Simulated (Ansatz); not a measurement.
**How settings move the results for Zr**

```
Zr
1.0
     3.23200    0.00000    0.00000
    -1.61600    2.79899    0.00000
     0.00000    0.00000    5.14700
Zr
2
Direct
  0.33333 0.66667 0.25000
  0.66667 0.33333 0.75000
```

Atoms are numbered in the order listed.

Conventional cell: a = 3.232 Å, b = 3.232 Å, c = 5.147 Å, α = 90.00°, β = 90.00°, γ = 120.00°. Around Zr (atom 1) lie 12 Zr at 3.18 to 3.23 Å.

The cell is COD entry 9008523, as deposited and not checked against the literature; nothing was relaxed.

The calculation used Ansatz 0.2.0, DFT, PBE, PAW with Ansatz's default frozen-core files, scalar-relativistic.

Numerical set-up: a Γ-centred 13×13×7 k mesh, Fermi–Dirac smearing of 0.03 eV, cutoff 420 eV, no spin polarisation. One setting is then changed at a time.

P includes the program's estimate of the Pulay (finite-basis) term, listed apart; without it the pressure would be far more sensitive to the cutoff.

```csv
PAW cutoff (eV),free energy less the base's (meV/atom),P (GPa),Pulay term in P (GPa),Vzz Zr1 (10²¹ V/m²)
420 (base),0.0,0.47,0.02,4.06
150,7284,?,171.69,2.57
200,1198,-0.34,?,4.08
250,164,0.65,8.15,3.95
500,-0.3,0.47,0.00,4.06
600,-0.4,0.47,0.00,4.06
```

Q: Fill in "P (GPa)" for the row "150".

A: 11.81.

Q: Give the missing entry: row "200", column "Pulay term in P (GPa)".

A: 40.31.
